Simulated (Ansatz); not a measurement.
Habitual settings against a tight run: InCuS₂ (I-42d, 8 atoms in the cell)

Self-consistent single point.

```
CELL_PARAMETERS angstrom
     -2.80547     2.80547     5.65432
      2.80547    -2.80547     5.65432
      2.80547     2.80547    -5.65432
ATOMIC_POSITIONS crystal
  In 0.50000 0.50000 0.00000
  In 0.25000 0.75000 0.50000
  Cu 0.75000 0.25000 0.50000
  Cu 0.00000 0.00000 0.00000
  S  0.87500 0.90380 0.52880
  S  0.09620 0.62500 0.97120
  S  0.37500 0.34620 0.47120
  S  0.65380 0.12500 0.02880
```

Computed with PBE, harder PAW files (source: ansatz) (plane waves; Ansatz, a first-principles code).

Base settings: basis.ecutwfc = 52.2 Ry; kpoints.mp_grid.grid = 8 8 8; hamiltonian.xc = pbe; hamiltonian.pseudopotentials = {kind: paw, source: ansatz}; scf.occupations.method = cold; scf.occupations.width = 0.02 Ry.

Tight run (finer mesh or higher cutoff; not a proven limit): basis.ecutwfc: 52.2 Ry → 73.1 Ry; kpoints.mp_grid.grid: 8 8 8 → 11 11 11; scf.convergence.dr2_threshold: default (1e-07 eV) → 1e-09 eV; width narrowed by the program to 4.15e-3 eV. It gave top of the valence band (on the code's own zero) 8.06 eV; gap on the k-point mesh 0.02 eV; pressure -1.12 GPa; largest force (vector length) 0.018 eV/Å.

Quick runs, as changes from the base:
- A: basis.ecutwfc: 52.2 Ry → 31.2 Ry; kpoints.mp_grid.grid: 8 8 8 → 6 6 6; hamiltonian.xc: pbe → lda; scf.convergence.dr2_threshold: default (1e-07 eV) → 0.001 eV; width narrowed by the program to 3.74e-3 eV [LDA (PW92)]
- B: kpoints.mp_grid.grid: 8 8 8 → 4 4 4; width narrowed by the program to 2.53e-3 eV
- C: basis.ecutwfc: 52.2 Ry → 36.4 Ry; scf.occupations.method: cold → methfessel_paxton; scf.occupations.width: 0.02 Ry → 0.0367 Ry; kpoints.mp_grid.shift: default → 0.5 0.5 0.5
- D: basis.ecutwfc: 52.2 Ry → 31.2 Ry; kpoints.mp_grid.grid: 8 8 8 → 1 1 1; scf.convergence.dr2_threshold: default (1e-07 eV) → 0.001 eV
- E: basis.ecutwfc: 52.2 Ry → 26.1 Ry; kpoints.mp_grid.grid: 8 8 8 → 4 4 4; width narrowed by the program to 6.90e-3 eV

Energies are extrapolated to zero smearing width, which holds to low order in the width alone.

Dashes: energy of A, another energy zero; gap of C, D, left out as unsure on this mesh or at this smearing; time of D, E, under 30 s.

Gaps are read on each run's own mesh, which may miss the band edges.

† marks runs with another functional, U, potentials or spin treatment: their distance from the tight run is not a convergence error alone.

The count of work is k-points × plane waves × bands × iterations; it is no time. Core times come from one kind of shared machine and are given to one figure; runs under 30 s give none.

Pressures in the table are Ansatz's without its Pulay estimate, at a fixed set of plane waves; the tight run's value above holds the estimate.

The starting cell comes from a database of computed structures (which also holds hypothetical and non-ambient phases and stackings), without a prior relaxation at this level. Its lattice was rescaled by a random factor within 2.5 % of one. Spin polarisation is off.

```tsv
run	energy less tight (meV/atom)	pressure less tight (GPa)	largest miss in a force vector (eV/Å)	gap on the mesh less tight (eV)	count of work / tight	core time / tight (rough)
A†	–	-47.53	0.048	-0.001	0.042	0.04
B	1.1	0.05	0.005	-0.006	0.048	0.04
C	111.5	-7.85	0.015	–	0.073	0.06
D	991.8	-37.86	0.051	–	0.00081	–
E	4196.0	-169.74	0.060	0.025	0.019	–
```

Among the runs at the tight run's level, the energy misses run from 1.1 to 4196.0 meV/atom.

Keys are those of Ansatz 0.2.
